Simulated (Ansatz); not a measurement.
# K3Be: one candidate structure

Where does K3Be go from the start given, A15 type (Pm-3n, No. 223)?

Program: Ansatz 0.2.0. Level of theory: DFT PBE, scalar-relativistic, plane waves, PAW. These are calculated values, not measurements.

### Step 1. Starting point

It takes space group Pm-3n (No. 223, cubic). Conventional cell: a = 6.245 Å, b = 6.245 Å, c = 6.245 Å, α = 90.00°, β = 90.00°, γ = 90.00°. K (site symmetry -4m2) is surrounded by 2 K at 3.12 Å and 4 Be at 3.49 Å. Around Be (site symmetry m-3) lie 12 K at 3.49 Å.

Coordinates:

```
CELL_PARAMETERS angstrom
6.24521 0.00000 0.00000
0.00000 6.24521 0.00000
0.00000 0.00000 6.24521
ATOMIC_POSITIONS crystal
K 0.00000 0.50000 0.25000
K 0.00000 0.50000 0.75000
K 0.25000 0.00000 0.50000
K 0.75000 0.00000 0.50000
K 0.50000 0.75000 0.00000
K 0.50000 0.25000 0.00000
Be 0.00000 0.00000 0.00000
Be 0.50000 0.50000 0.50000
```

(A quick probe on a coarse mesh, which set the mesh and smearing, is not shown.)

### Step 3. Rough relaxation on the coarse mesh

input.yaml

```yaml
crystal:
  lattice:
    - [6.2452139762, 0.0, 0.0]
    - [0.0, 6.2452139762, 0.0]
    - [0.0, 0.0, 6.2452139762]
  atoms:
    - { symbol: K, position: [0.0, 0.5, 0.25] }
    - { symbol: K, position: [0.0, 0.5, 0.75] }
    - { symbol: K, position: [0.25, 0.0, 0.5] }
    - { symbol: K, position: [0.75, 0.0, 0.5] }
    - { symbol: K, position: [0.5, 0.75, 0.0] }
    - { symbol: K, position: [0.5, 0.25, 0.0] }
    - { symbol: Be, position: [0.0, 0.0, 0.0] }
    - { symbol: Be, position: [0.5, 0.5, 0.5] }
basis:
  ecutwfc: 420
kpoints:
  mp_grid: { grid: [4, 4, 4] }
hamiltonian:
  xc: pbe
scf:
  occupations: { method: gaussian, width: 0.1 }
  lower_state_search: "off"
output:
  forces: true
  stress: true
  eigenvalues: true
relax:
  adjacent_minimum: "off"
  f_tol: 0.04
  max_steps: 70
  cell: { stress_tol: 0.4 }
```

Command:

```console
$ ansatz run input.yaml --threads 1 --pin off --max-ram 2560MiB --backend cpu --events-out ev --progress --plain --runs-dir out
```

Further runs follow: full relaxation.

Before running it: what results should come out?

**Answer**, as computed:

Formation energies count from the elements, computed with the same settings in runs not shown here.

```
                          quantity                                                                      value
                              cell  a = 7.165 Å, b = 7.165 Å, c = 7.165 Å, α = 90.00°, β = 90.00°, γ = 90.00°
                       space group                                                            Pm-3n (No. 223)
                            volume                                                              45.98 Å³/atom
                   gap on the mesh                                                               none (metal)
formation energy from the elements                                                             +0.657 eV/atom
```

In words: The space group stayed Pm-3n, and from the first guess the volume went from 30.45 to 45.98 Å³/atom. The formation energy of +0.66 eV/atom is positive, so the elements lie lower than this structure; another structure of the compound can lie lower.
